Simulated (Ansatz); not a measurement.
`CO[SiH]([SiH3])Cl` + `N=C(N)O` → `N=C(N)O[SiH3]` + `CO[SiH2]Cl`  (cleavage of the Si–Si bond)

Computed with Ansatz on PBE0-D4/def2-TZVP structures; ΔE is electronic, products minus reactants. CCSD(T)/CBS adds triple-zeta CCSD(T) − MP2 to the extrapolated MP2 energy (def2 sets, frozen cores). Functionals use def2-TZVPP. B3LYP here is the variant with VWN-RPA as its local correlation; programs differ in this. HSE06 is defined as in plane-wave codes. Each species was taken in one conformer, which may not be the lowest.

```csv
level,ΔE (kJ/mol),difference from CCSD(T)/CBS
LDA (SPW92),-63.9,20.2
revPBE-D4,-60.5,23.6
BLYP-D4,-77.3,6.8
r2SCAN-D4,-77.1,7.0
B97M-V,-77.0,7.1
PBE0-D4,-65.6,18.5
r2SCANh-D4,-78.0,6.1
r2SCAN0-D4,-79.4,4.7
HSE06-D4,-65.3,18.8
BHLYP-D4,-89.9,-5.8
CAM-B3LYP-D4,-87.7,-3.6
ωB97X-V,-80.1,4.0
ωB97M-V,-85.4,-1.3
B2PLYP,-87.4,-3.3
PBE-QIDH,-79.4,4.7
PBE,-59.4,24.7
revPBE,-57.1,27.0
BLYP,-77.4,6.7
B3LYP,-82.3,1.8
r2SCANh,-78.3,5.8
r2SCAN0,-79.7,4.4
HSE06,-66.0,18.1
BHLYP,-92.3,-8.2
CAM-B3LYP,-88.5,-4.4
LC-ωPBE,-74.2,9.9
RPA@PBE/def2-TZVPP,-86.5,-2.4
HF/def2-SVP,-90.2,-6.1
MP2/def2-SVP,-82.5,1.6
CCSD/def2-SVP,-78.0,6.1
CCSD(T)/def2-SVP,-76.7,7.4
HF/def2-TZVPP,-103.0,-18.9
MP2/def2-TZVPP,-91.8,-7.7
SCS-MP2/def2-TZVPP,-95.3,-11.2
CCSD/def2-TZVPP,-86.8,-2.7
CCSD(T)/def2-TZVPP,-84.7,-0.6
HF/def2-QZVPP,-105.2,-21.1
MP2/def2-QZVPP,-92.2,-8.1
SCS-MP2/def2-QZVPP,-95.5,-11.4
HF/CBS(def2),-105.5,-21.4
CCSD/CBS(def2),-86.2,-2.1
CCSD(T)/CBS,-84.1,0
```

(1) What do rigid-rotor, harmonic-oscillator terms from PBE0-D4/def2-TZVP frequencies (298.15 K, 1 bar) make of the CCSD(T)/CBS value? (Best estimate.)

Largest T1 diagnostic among the species: 0.013.

## Answers

(1) The calculation gave: ΔZPE = -3.7 kJ/mol, ΔH = -89.1 kJ/mol, ΔS = 1 J/(mol·K), ΔG = -89.5 kJ/mol. Modes under 50 cm⁻¹ make the entropy rough.

Leaving LDA and LC-ωPBE aside and taking each functional with its dispersion term where it has one, the values, not all of them listed here, spread over 31.0 kJ/mol, from BHLYP-D4 to PBE-D4. LDA lies −4.5 kJ/mol from PBE without D4. From PBE to PBE0 (25 % exact exchange), in def2-TZVPP and without D4, ΔE moves by −6.8 kJ/mol.

CCSD(T)/CBS has its own doubt, a few kJ/mol and more with outer-core shells, so smaller differences from it don't rank the levels.
